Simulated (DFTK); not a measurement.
Runs of DFTK 0.8.2 on TiC. It takes space group Fm-3m (No. 225, cubic). Conventional cell: a = 4.331 Å, b = 4.331 Å, c = 4.331 Å, α = 90.00°, β = 90.00°, γ = 90.00°. Ti (site symmetry m-3m) has 6 C at 2.17 Å as nearest neighbours. C (site symmetry m-3m) is surrounded by 6 Ti at 2.17 Å. The cell is a database's computed one.

```csv
task,level,potentials or basis,k mesh,cutoff (eV),valence electrons,SCF tolerance on the density,symmetries used,SCF solver,mesh quality,gap on the mesh (eV),pressure (GPa),V0 of scaled cells (Å³/atom),B0 (GPa)
band structure,LDA,"cp2k.nc.sr.lda.v0_1.largecore.gth (LDA, GTH, large core)",11 × 11 × 11,1551,"C 4, Ti 4",1e-06,-,-,not flagged,none,-17.2,-,-
equation of state,LDA,dojo.nc.sr.lda.v0_4_1.standard.upf (LDA),7 × 7 × 7,1143,"C 4, Ti 12",1e-06,-,-,not flagged,-,-,9.68,(b)
equation of state,PBEsol,dojo.nc.sr.pbesol.v0_4_1.standard.upf (PBEsol),11 × 11 × 11,1143,"C 4, Ti 12",1e-06,-,-,not flagged,-,-,(c),268
single point,PBEsol,dojo.nc.sr.pbesol.v0_4_1.standard.upf (PBEsol),11 × 11 × 11,1143,"C 4, Ti 12",1e-06,-,-,not flagged,none,-6.5,-,-
band structure,BJ06,SG15 1.2 (PBE),9 × 9 × 9,1225,"C 4, Ti 12",1e-06,-,ScfAndersonSolver,not flagged,none,-,-,-
equation of state,r2SCAN,SG15 1.2 (PBE),7 × 7 × 7,1225,"C 4, Ti 12",1e-06,-,-,not flagged,-,-,10.13,264
band structure,PBEsol,SPMS 1.0 (PBE),11 × 11 × 11,1225,"C 4, Ti 12",1e-06,-,-,not flagged,none,(a),-,-
```

Alike in all rows: no spin polarisation; cell as given; smearing fermi-dirac 0.05 eV.

**Question.** Fill in the values left out.

**Answer.** (a) -6.4; (b) 282; (c) 9.90.

Caveats: the potentials were made for another functional, which shifts forces and pressure (some runs); GTH potentials come without recommended cutoffs, and this one wasn't checked for convergence (some runs); so large a pressure means that the cell lies far from this level's equilibrium, or that cutoff or potentials fall short (some runs); this set keeps more shells in the core, which shifts pressures and gaps (some runs); the program leaves the constant c of mgga_x_tb09 at 1, so the potential is Becke-Johnson's (BJ06) and not Tran and Blaha's, with levels but no total energy (some runs).

A k mesh can miss the band edges.

A gap of «none» marks a metal or a gap under the smearing width.

Not every run made on this cell is shown here.
